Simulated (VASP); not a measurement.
A run of VASP 6.6.1 is set up as follows.

Contents of POSCAR:

```
Si
1.0
    0.0000000000      2.7218511900      2.7218511900
    2.7218511900      0.0000000000      2.7218511900
    2.7218511900      2.7218511900      0.0000000000
Si
2
Direct
    0.7500000000      0.7500000000      0.7500000000
    0.5000000000      0.5000000000      0.5000000000
```

Contents of INCAR.step1:

```
PREC     = Accurate       # precision mode
ENCUT    = 600            # plane-wave cutoff, eV
ISMEAR   = 0              # smearing method
SIGMA    = 0.02           # smearing width, eV
LREAL    = F              # projectors in reciprocal space
LASPH    = T              # aspherical terms in the spheres
NELM     = 100            # most SCF steps
GGA      = PE             # functional
ALGO     = Normal         # electronic algorithm
EDIFF    = 1E-4           # SCF threshold, eV
LWAVE    = T              # write WAVECAR
LCHARG   = F              # write CHGCAR
```

INCAR.step2

```
PREC     = Accurate       # precision mode
ENCUT    = 600            # plane-wave cutoff, eV
EDIFF    = 1E-6           # SCF threshold, eV
ISMEAR   = 0              # smearing method
SIGMA    = 0.02           # smearing width, eV
LREAL    = F              # projectors in reciprocal space
LASPH    = T              # aspherical terms in the spheres
NELM     = 100            # most SCF steps
ALGO     = Normal         # electronic algorithm
ISIF     = 3              # what is computed and relaxed
LWAVE    = F              # write WAVECAR
LCHARG   = F              # write CHGCAR
METAGGA  = R2SCAN         # meta-GGA
LMIXTAU  = T            
IBRION   = 2              # ionic algorithm
NSW      = 100            # ionic steps
EDIFFG   = -0.002         # ionic threshold
ISTART   = 1
```

Contents of KPOINTS:

```
Automatic mesh
0
Gamma
  8 8 8
```

Potentials or basis: VASP PAW PBE potentials, release 64 (Si).

Launch:

```bash
$ cat potpaw_PBE.64/Si/POTCAR > POTCAR
$ cp INCAR.step1 INCAR
$ mpirun -np 1 vasp_std > vasp.out
$ cp INCAR.step2 INCAR
$ mpirun -np 1 vasp_std > vasp.out
```

Problem. What does it give for the space group after relaxing (to 0.05 Å)?

Solution. Fd-3m (No. 227).

Problem. Predict the relaxed cell.

Solution. a = 3.847 Å, b = 3.847 Å, c = 3.847 Å, α = 60.00°, β = 60.00°, γ = 60.00°.

Problem. Predict the band gap on the k mesh.

Solution. 0.82 eV, indirect (least direct gap 2.76 eV).

Problem. What does it give for the relaxed volume?

Solution. 20.12 Å³/atom.

Final structure:
```
Si
1.0
     0.00000    2.71995    2.71995
     2.71995    0.00000    2.71995
     2.71995    2.71995    0.00000
Si
2
Cartesian
  4.0799 4.0799 4.0799
  2.7200 2.7200 2.7200
```

Caveat: the PAW data sets were made with another functional, which shifts forces and pressure a little. r2SCAN opens gaps a little over a GGA but as a rule still falls short of measured ones.
